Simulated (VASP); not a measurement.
MoSe2:

```
CELL_PARAMETERS angstrom
3.28800 0.00000 0.00000
-1.64400 2.84749 0.00000
0.00000 0.00000 12.90000
ATOMIC_POSITIONS crystal
Mo 0.66667 0.33333 0.75000
Mo 0.33333 0.66667 0.25000
Se 0.66667 0.33333 0.37500
Se 0.33333 0.66667 0.87500
Se 0.66667 0.33333 0.12500
Se 0.33333 0.66667 0.62500
```

* Program: VASP 6.6.1
* Task: relaxation of cell and atoms
* Functional: PBE
* Potentials or basis: VASP PAW PBE potentials, release 64 (Mo_sv, Se)
* Cutoff: 600 eV
* k mesh: 9 × 9 × 2
* Occupations: fermi-dirac, width 0.05 eV
* Spin: no spin polarisation

At the start: pressure 8.3 GPa; volume 20.13 Å³/atom.

Where does the relaxation end?

Over 24 steps the energy falls by 42.3 meV/atom and the volume is 23.10 Å³/atom (+14.8 %); space group P6_3/mmc (No. 194, to 0.05 Å).

The path:
| step | energy change (eV) | largest force (eV/Å) | pressure (GPa) | volume (Å³) |
| --- | --- | --- | --- | --- |
| 1 | 0.0000 | 1.1449 | 8.30 | 120.78 |
| 2 | 0.5032 | 1.9460 | -11.28 | 139.90 |
| 3 | -0.2038 | 0.1625 | -0.30 | 126.99 |
| 4 | -0.2042 | 0.1146 | 0.00 | 126.72 |
| 5 | -0.2042 | 0.0930 | 0.14 | 126.60 |
| 6 | -0.2086 | 0.1068 | 0.22 | 126.77 |
| 7 | -0.2159 | 0.1456 | 0.46 | 127.28 |
| 8 | -0.2194 | 0.1419 | 0.32 | 127.78 |
| 9 | -0.2279 | 0.1302 | -0.04 | 129.29 |
| 10 | -0.2362 | 0.1036 | -0.67 | 132.35 |
| 11 | -0.2394 | 0.0328 | -0.28 | 132.53 |
| 12 | -0.2413 | 0.0550 | 0.20 | 132.74 |
| 13 | -0.2414 | 0.0840 | 0.36 | 132.82 |
| 14 | -0.2439 | 0.0811 | 0.41 | 133.32 |
| 15 | -0.2486 | 0.0758 | 0.66 | 134.83 |
| 16 | -0.2464 | 0.0866 | 1.28 | 137.78 |
| 17 | -0.2492 | 0.0887 | 0.96 | 136.16 |
| 18 | -0.2525 | 0.0676 | 0.05 | 138.10 |
| 19 | -0.2526 | 0.0603 | 0.07 | 138.00 |
| 20 | -0.2525 | 0.0541 | 0.11 | 137.92 |
| 21 | -0.2534 | 0.0405 | 0.05 | 138.18 |
| 22 | -0.2538 | 0.0260 | -0.03 | 138.46 |
| 23 | -0.2534 | 0.0036 | -0.16 | 139.03 |
| 24 | -0.2539 | 0.0187 | -0.05 | 138.61 |

Final structure:
```
Mo Se
1.0
     3.32317    0.00000    0.00000
    -1.66158    2.87795    0.00000
     0.00000    0.00000   14.49281
Mo Se
2 4
Direct
  0.66667 0.33333 0.75000
  0.33333 0.66667 0.25000
  0.66667 0.33333 0.36529
  0.33333 0.66667 0.86529
  0.66667 0.33333 0.13471
  0.33333 0.66667 0.63471
```

Caveat: this functional lacks dispersion, which binds the layers, so the pressure and a relaxed spacing across them are unreliable; the volume moved by +15 % from the deposited cell, more than functionals usually miss.
